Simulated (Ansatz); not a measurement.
Compare A (`C=C(N)C#N`) with its isomer B (`c1c[nH]cn1`).

Gas-phase electronic energies from Ansatz, PBE0-D4/def2-TZVP geometries. CCSD(T)/CBS adds triple-zeta CCSD(T) − MP2 to the extrapolated MP2 energy (def2 sets, frozen cores). This one scheme is used for every species. DFT in def2-TZVPP. B3LYP here is the variant with VWN-RPA as its local correlation; programs differ in this. Each species was taken in one conformer, which may not be the lowest.

**Question.** Which is lower in electronic energy at CCSD(T)/CBS, and by how much? (An estimate is asked.)

**Answer.** Computed: B, by 16.6 kcal/mol.

**Question.** Give E(B) − E(A) in kcal/mol with r2SCAN-D4, HF/def2-TZVPP, B3LYP, LDA (SPW92), CCSD/def2-TZVPP, CCSD(T)/def2-SVP, ωB97M-V. (An estimate is asked.)

**Answer.** Ansatz gave: r2SCAN-D4 -20.6, HF/def2-TZVPP -10.7, B3LYP -15.7, LDA (SPW92) -32.0, CCSD/def2-TZVPP -14.3, CCSD(T)/def2-SVP -17.2, ωB97M-V -18.8. None reverses the order clearly.

**Question.** Does the order hold for the free energy at 298.15 K (harmonic terms from PBE0-D4)? (Estimate.)

**Answer.** Computed: Yes: G(B) − G(A) = -13.3 kcal/mol, for one conformer each.

Largest T1 diagnostic: 0.013.

From PBE to PBE0 (25 % exact exchange), in def2-TZVPP and without D4, E(B) − E(A) moves by −2.3 kcal/mol. In def2-TZVPP, CCSD(T) changes the Hartree–Fock value by −4.5 kcal/mol (the triples alone add −1.0 kcal/mol) and MP2 by −7.8 kcal/mol.
